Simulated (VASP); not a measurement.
A VASP 6.6.1 single-point calculation on CdS

INCAR

```
IBRION = -1
LCHARG = .FALSE.
LASPH = .TRUE.
SIGMA = 0.02
NELECT = 18.5
NELM = 120
ENCUT = 520
LWAVE = .FALSE.
PREC = High
NSW = 0
ISIF = 2
LREAL = .FALSE.
EDIFF = 1E-7
ISMEAR = -1
NBANDS = 16
GGA = PE
```

KPOINTS

```
KPOINTS created by Atomic Simulation Environment
0
Gamma
8 8 8
0 0 0
```

POSCAR

```
Cd S
 1.0000000000000000
     0.0000000000000000    3.0273912883000000    3.0273912883000000
     3.0273912883000000    0.0000000000000000    3.0273912883000000
     3.0273912883000000    3.0273912883000000    0.0000000000000000
 Cd  S
   1   1
Cartesian
  0.0000000000000000  0.0000000000000000  0.0000000000000000
  1.5136956441500000  1.5136956441500000  1.5136956441500000
```

The recommended PBE PAW datasets give the neutral cell 18 valence electrons.

Command

```
mpirun -np 1 vasp_std
```

OSZICAR

```
N       E                     dE             d eps       ncg     rms          rms(c)
DAV:   1     0.105575732225E+03    0.10558E+03   -0.91578E+03   952   0.103E+03
DAV:   2    -0.102633088585E+01   -0.10660E+03   -0.10172E+03  1128   0.252E+02
DAV:   3    -0.520084368761E+01   -0.41745E+01   -0.41654E+01  1184   0.507E+01
DAV:   4    -0.522590349580E+01   -0.25060E-01   -0.25058E-01  1144   0.391E+00
DAV:   5    -0.522624814224E+01   -0.34465E-03   -0.34464E-03  1152   0.436E-01    0.101E+01
DAV:   6    -0.455287500706E+01    0.67337E+00   -0.13534E+00  1208   0.104E+01    0.723E+00
DAV:   7    -0.454413270656E+01    0.87423E-02   -0.21677E-01  1072   0.293E+00    0.295E+00
DAV:   8    -0.454277684247E+01    0.13559E-02   -0.15450E-02  1168   0.144E+00    0.475E-01
DAV:   9    -0.454272267168E+01    0.54171E-04   -0.12163E-03  1144   0.416E-01    0.665E-02
DAV:  10    -0.454288617582E+01   -0.16350E-03   -0.32497E-04  1072   0.140E-01    0.813E-02
DAV:  11    -0.454294713501E+01   -0.60959E-04   -0.11155E-04  1128   0.101E-01    0.116E-02
DAV:  12    -0.454294658935E+01    0.54566E-06   -0.52562E-06  1096   0.225E-02    0.434E-03
DAV:  13    -0.454294724455E+01   -0.65520E-06   -0.20814E-06  1160   0.837E-03    0.539E-03
DAV:  14    -0.454294715926E+01    0.85296E-07   -0.94394E-08   960   0.386E-03
   1 F= -.45429472E+01 E0= -.45418667E+01  d E =-.216088E-02
```

Standard output (part)

```
POSCAR found type information on POSCAR CdS
 POSCAR found :  2 types and       2 ions
 LDA part: xc-table for (Slater+PW92), standard interpolation
 POSCAR, INCAR and KPOINTS ok, starting setup
 WAVECAR not read
 entering main loop
 the old and the new charge density differ
    0.101E+01
```

From OUTCAR

```
k-points           NKPTS =     29   k-points in BZ     NKDIM =     29   number of bands    NBANDS=     16

   NELECT =      18.5000    total number of electrons

   dimension x,y,z NGX =    32 NGY =   32 NGZ =   32
   dimension x,y,z NGXF=    40 NGYF=   40 NGZF=   40

  energy-cutoff  :      520.00
  volume of cell :       55.49
      direct lattice vectors                 reciprocal lattice vectors
     0.000000000  3.027391288  3.027391288    -0.165158697  0.165158697  0.165158697
     3.027391288  0.000000000  3.027391288     0.165158697 -0.165158697  0.165158697
     3.027391288  3.027391288  0.000000000     0.165158697  0.165158697 -0.165158697

 k-points in reciprocal lattice and weights: KPOINTS created by Atomic Simulation Env
   0.00000000  0.00000000  0.00000000       0.002
   0.12500000  0.00000000  0.00000000       0.016
   0.25000000  0.00000000  0.00000000       0.016
   0.37500000  0.00000000  0.00000000       0.016
   0.50000000  0.00000000  0.00000000       0.008
   0.12500000  0.12500000  0.00000000       0.012
   0.25000000  0.12500000  0.00000000       0.047
   0.37500000  0.12500000  0.00000000       0.047
   ...

 E-fermi :   3.5804

 k-point     1 :       0.0000    0.0000    0.0000
  band No.  band energies     occupation
      1     -11.3151      2.00000
      2      -6.9327      2.00000
      3      -6.9326      2.00000
      4      -6.9326      2.00000
      5      -6.5865      2.00000
      6      -6.5865      2.00000
      7       0.4484      2.00000
      8       0.4484      2.00000
      9       0.4484      2.00000
     10       1.0979      2.00000
     11       6.7868      0.00000
     12       6.7868      0.00000
     13       6.7869      0.00000
     14      10.8157      0.00000
     15      11.5760      0.00000
     16      11.5760      0.00000

 k-point     2 :       0.1250    0.0000    0.0000
  band No.  band energies     occupation
      1     -11.2637      2.00000
      2      -6.9157      2.00000
      3      -6.9157      2.00000
      4      -6.8870      2.00000
      5      -6.5872      2.00000
      6      -6.5872      2.00000
      7      -0.5875      2.00000
      8       0.3468      2.00000
      9       0.3468      2.00000
     10       1.9956      2.00000
     11       6.4633      0.00000
     12       6.9617      0.00000
     13       6.9618      0.00000
     14      10.9403      0.00000
     15      10.9403      0.00000
     16      11.4741      0.00000

 k-point     3 :       0.2500    0.0000    0.0000
  band No.  band energies     occupation
      1     -11.1387      2.00000
      2      -6.8792      2.00000
      3      -6.8792      2.00000
      4      -6.7308      2.00000
      5      -6.5831      2.00000
      6      -6.5831      2.00000
      7      -1.8883      2.00000
      8       0.1178      2.00000
      9       0.1178      2.00000
     10       2.7845      2.00000
     11       6.3330      0.00000
     12       7.2290      0.00000
     13       7.2290      0.00000
     14      10.6980      0.00000
     15      10.6980      0.00000
     16      10.9508      0.00000

 ...

  Total        3.9646246      3.9646246      3.9646246      0.0000000      0.0000000      0.0000000
  in kB      114.4661267    114.4661267    114.4661267      0.0000000      0.0000000      0.0000000
  external PRESSURE =     114.4661267 kB  Pullay stress =       0.0000000 kB

 POSITION                                       TOTAL-FORCE (eV/Angst)
 -----------------------------------------------------------------------------------
      0.00000      0.00000      0.00000        -0.000000     -0.000000     -0.000000
      1.51370      1.51370      1.51370         0.000000      0.000000      0.000000
 -----------------------------------------------------------------------------------
    total drift:                               -0.000007     -0.000007     -0.000008

  FREE ENERGIE OF THE ION-ELECTRON SYSTEM (eV)
  ---------------------------------------------------
  free  energy   TOTEN  =        -4.5429471593 eV

  energy  without entropy=       -4.5407862760  energy(sigma->0) =       -4.54186672
```

It converged. Results: pressure 11.4 GPa.

The cell is charged and sits in a uniform background.

For comparison, a separate PBE run of the intended cell, on usual settings and not on those above, gives a gap of 0.90 eV on its mesh and a pressure of -2.7 GPa.

The run above took about 18 s on one core of a shared host (Intel Xeon Platinum 8488C) and held 0.14 GiB at most.
